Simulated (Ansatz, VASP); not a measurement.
Sn in VASP and in Ansatz

```
CELL_PARAMETERS angstrom
-1.58495 1.74418 2.28809
1.71957 -1.69116 2.34723
1.62203 1.72721 -2.24783
ATOMIC_POSITIONS crystal
Sn 0.00000 0.00000 0.00000
```

This isn't the form of Sn at room conditions, which is tetragonal (white tin).

Alike in both runs: task single point; functional PBEsol; k mesh 7 × 7 × 8; occupations fermi-dirac, width 0.05 eV; no spin polarisation.

|  | VASP | Ansatz |
| --- | --- | --- |
| version | VASP 6.6.1 | Ansatz 0.2.0 |
| potentials or method | VASP PAW PBE potentials, release 64 (Sn_d) | plane waves, PAW |
| plane-wave cutoff (eV) | 520 | 540 |
| valence electrons in the cell | 14 | 14 |

```tsv
	VASP	Ansatz	Ansatz less VASP
pressure (GPa)	-0.7	-0.7	+0.05
largest component of the traceless stress (GPa)	1.48	1.48	+0.001
```

With one functional, cell and mesh, what is left measures potentials, basis and numerics. Ansatz warned: «stress_scf_threshold_loose».

Caveats: the PAW data sets were made with another functional, which shifts forces and pressure a little (VASP).
